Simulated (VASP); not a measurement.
The system is Li2O.

```xyz
3
Lattice="0.0000 2.3130 2.3130 2.3130 0.0000 2.3130 2.3130 2.3130 0.0000" Properties=species:S:1:pos:R:3 pbc="T T T"
Li    1.1565    1.1565    1.1565
Li    3.4695    3.4695    3.4695
O     0.0000    0.0000    0.0000
```

- Program: VASP 6.6.1
- Task: relaxation of cell and atoms
- Functional: PBE
- Dispersion: D3(BJ)
- Potentials or basis: VASP PAW PBE potentials, release 64 (Li_sv, O)
- Cutoff: 600 eV
- k mesh: 8 × 8 × 8
- Occupations: gaussian, width 0.02 eV
- Spin: no spin polarisation

At the start: pressure -5.6 GPa; volume 8.25 Å³/atom.

Task: How do energy, volume and symmetry change on relaxing?

Result: Over 3 steps the energy falls by 10.3 meV/atom and the volume is 7.70 Å³/atom (-6.7 %); space group Fm-3m (No. 225, to 0.05 Å).

The path:
| step | energy change (eV) | largest force (eV/Å) | pressure (GPa) | volume (Å³) |
| --- | --- | --- | --- | --- |
| 1 | 0.0000 | 0.0000 | -5.58 | 24.75 |
| 2 | -0.0258 | 0.0000 | -2.47 | 23.74 |
| 3 | -0.0310 | 0.0000 | -0.10 | 23.09 |

Final structure:
```
CELL_PARAMETERS angstrom
0.00000 2.26020 2.26020
2.26020 0.00000 2.26020
2.26020 2.26020 0.00000
ATOMIC_POSITIONS crystal
Li 0.25000 0.25000 0.25000
Li 0.75000 0.75000 0.75000
O 0.00000 0.00000 0.00000
```

Caveat: the cutoff is under 1.25 times the usual one of these potentials, so pressure, stress and relaxed cells hold a basis-set (Pulay) error.
